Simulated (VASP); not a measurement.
```
AlLaO3
1.0
    3.73222     0.00000     0.00000
    0.00000     3.73222     0.00000
    0.00000     0.00000     3.73222
La Al O
1 1 3
Direct
  0.00000   0.00000   0.00000
  0.50000   0.50000   0.50000
  0.50000   0.00000   0.50000
  0.00000   0.50000   0.50000
  0.50000   0.50000   0.00000
```

Calculation: PBE GGA, VASP's PBE PAW potentials (set 64) (plane waves; VASP). Numerical set-up: 520 eV cut-off, 6×6×6 Γ-centred mesh, Gaussian smearing of 0.050 eV, potentials La Al O.

Q: What does the run give for the energy per atom (σ→0), pressure, band gap (on the k-mesh) with the smallest direct gap where there is one?

A: 
- band gap (on the k-mesh) = 3.60 eV
- smallest direct gap (on the k-mesh) = 3.67 eV
- energy per atom (σ→0) = -7972 meV/atom
- pressure = 13.76 GPa

Only differences to runs with the same potentials and settings are physical.

The compound is LaAlO3 in the cubic perovskite structure, the ideal cubic form; the compound distorts at low or room temperature. This cell is one point of a volume scan, at 0.94 of the reference volume.
